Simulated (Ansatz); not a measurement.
# Pt: pressure and energy less free atoms against volume scale

Periodic Kohn-Sham DFT of a crystal at fixed atoms, scaled to volume_scale times the given cell; pressure positive in compression, energy less spherical unpolarised free atoms, largest_vzz the field gradient of largest size among the nuclei. The results are calculated, by Ansatz 0.2.0.

The cell before it is scaled or strained (space group Fm-3m, No. 225):
```
Pt
1.0
      0.0000     1.9716     1.9716
      1.9716     0.0000     1.9716
      1.9716     1.9716     0.0000
Pt
1
Direct
  0.00000 0.00000 0.00000
```

Settings of every row: method all-electron LAPW; functional LDA; relativity scalar; k mesh 16x16x16; filling fermi-dirac; smearing width 0.05 eV; basis error target 0.25 meV/atom; nucleus gaussian.

Atom start moment: 0 on all atoms.

Limits: no spin-orbit coupling on heavy atoms.

| row | volume scale | V (Å³/atom) | pressure (GPa) | energy less free atoms (eV/atom) |
| --- | --- | --- | --- | --- |
| 1 | 0.9405 | 14.416 | 7.721 | -7.5455 |
| 2 | 0.98 | 15.021 | -5.152 | -7.5493 |
| 3 | 1 | 15.327 | ? | ? |
| 4 | 1.02 | 15.635 | -15.175 | -7.5095 |
| 5 | 1.06 | 16.248 | -22.817 | -7.4362 |

Question: what pressure and energy less free atoms should row 3 give?

Worked fit of pressure. Take u = (V_r/V)^(2/3) − 1 with V_r = 15.328 Å³ an atom, which is twice the finite (Eulerian) strain; such expansions in the strain, on which the Birch-Murnaghan equation of state is built, carry the rest volume and the bulk modulus. The shown rows have u = 0.04174, 0.01358, -0.01313, -0.03811. Least squares give pressure = −10.503 + 377.01 × u + 1422.22 × u² GPa; a straight line predicts inner rows, each left out in turn, worse (root mean square 1.4 against 0.071 GPa). The rows lie off it by 0.010, -0.031, 0.033, -0.012 (root mean square 0.024 GPa). The pressure vanishes at u = 0.0254, or V = 14.76 Å³ an atom, and there the bulk modulus at fixed shape and fractions is B = −V dP/dV = (2/3)(1 + u) dP/du = 307 GPa. The withheld row has u = 4e-05, so the fit gives −10.503 + 377.01 × (4e-05) + 1422.22 × (4e-05)² = -10.488 GPa.

The calculation gave -10.498 GPa. The fit lies 0.010 GPa (0.033 % of the column's range) above it; its largest miss of a shown row is 0.033 GPa.

Worked fit of energy less free atoms. Take u = (V_r/V)^(2/3) − 1 with V_r = 15.328 Å³ an atom, which is twice the finite (Eulerian) strain; such expansions in the strain, on which the Birch-Murnaghan equation of state is built, carry the rest volume and the bulk modulus. The shown rows have u = 0.04174, 0.01358, -0.01313, -0.03811. Least squares give energy less free atoms = −7.53422 − 1.4765 × u + 28.839 × u² eV/atom; a straight line predicts inner rows, each left out in turn, worse (root mean square 0.029 against 0.00079 eV/atom). The rows lie off it by 0.0001, -0.0003, 0.0004, -0.0001. Its lowest point lies at u = 0.0256, or V = 14.76 Å³ an atom, and the curvature there gives the bulk modulus at fixed shape and fractions, B = (4/9)(1 + u)² E″(u)/V = 293 GPa. The withheld row has u = 4e-05, so the fit gives −7.53422 − 1.4765 × (4e-05) + 28.839 × (4e-05)² = -7.5343 eV/atom.

The calculation gave -7.5342 eV/atom. The fit lies 0.0001 eV/atom (0.088 % of the column's range) below it, one unit of the last digit.
